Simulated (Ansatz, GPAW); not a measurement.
Given: the input of a run of Ansatz 0.2.0 on Bi. Atoms were shifted at random by some hundredths of an Å from the given cell, which wasn't relaxed again for these runs.

File input.yaml:

```yaml
crystal:
  lattice:
    - [4.6584121839, 0.0, 0.0]
    - [0.0, 4.52638858, 0.0]
    - [-0.3459734563, 0.0, 6.5119480672]
  atoms:
    - { symbol: Bi, position: [0.252499, 0.245627, 0.753672] }
    - { symbol: Bi, position: [0.748621, 0.752318, 0.249003] }
    - { symbol: Bi, position: [0.261305, 0.242559, 0.251097] }
    - { symbol: Bi, position: [0.742836, 0.735493, 0.75244] }
kpoints:
  mp_grid: { grid: [6, 6, 4] }
scf:
  occupations: { method: fermi_dirac, width: 0.05 }
hamiltonian:
  xc: pbesol
  pseudopotentials: { kind: all_electron, lapw: { basis_error: 0.001 } }
output:
  forces: true
  stress: true
  eigenvalues: true
  populations: true
```

Potentials or basis: all-electron LAPW, scalar-relativistic.

Launch:

```bash
$ ansatz run input.yaml --threads 2 --pin off --max-ram 8192MiB --backend cpu --events-out ev --progress --plain --runs-dir out
```

Task: What does the same run look like in GPAW 26.7.0 (ASE script)? Potentials or basis there: PAW data sets generated for this functional, cutoff 600 eV.

Result: As run (cutoffs and basis follow the program's own potentials, and thresholds, step limits or extra output files can differ):

The input run.py:

```python
from ase import Atoms
from ase.dft.bandgap import bandgap
from ase.io import write
from ase.units import GPa
from gpaw import GPAW, PW, setup_paths

setup_paths.insert(0, '.')

atoms = Atoms(['Bi', 'Bi', 'Bi', 'Bi'],
              cell=[[4.6584121839, 0.0, 0.0],
                    [0.0, 4.52638858, 0.0],
                    [-0.3459734563, 0.0, 6.5119480672]],
              scaled_positions=[[0.252499, 0.245627, 0.753672],
                                [0.748621, 0.752318, 0.249003],
                                [0.261305, 0.242559, 0.251097],
                                [0.742836, 0.735493, 0.75244]],
              pbc=True)

calc = GPAW(mode=PW(600),
            xc='PBEsol',
            kpts={'size': (6, 6, 4), 'gamma': True},
            occupations={'name': 'fermi-dirac', 'width': 0.05},
            nbands=46,
            convergence={'density': 1e-05, 'energy': 1e-05},
            maxiter=150,
            txt='gpaw.txt')
atoms.calc = calc
energy = atoms.get_potential_energy()
forces = atoms.get_forces()
stress = atoms.get_stress()
calc.write('gs.gpw')
write('result.traj', atoms)
print(f'Energy: {energy:.6f} eV')
print('Forces (eV/A):')
print(forces.round(4))
print('Stress (GPa):', (stress / GPa).round(3))
print('Fermi level:', round(calc.get_fermi_level(), 4), 'eV')
print(f'Gap: {bandgap(calc)[0]:.4f} eV, direct: {bandgap(calc, direct=True)[0]:.4f} eV')
```

Potentials or basis: PAW data sets generated in the run's folder for this functional, pw.

The run is started by

```sh
$ gpaw-setup -f PBEsol Bi
$ OMP_NUM_THREADS=1 python run.py
```

Both were run:

|  | Ansatz | GPAW |
| --- | --- | --- |
| Pressure | -1.2 GPa | -1.4 GPa |
| Largest force | 0.131 eV/Å | 0.133 eV/Å |

Where Ansatz's input types no cutoff or centring, it takes its own default and a Γ-centred mesh.

Pressure is positive in compression.
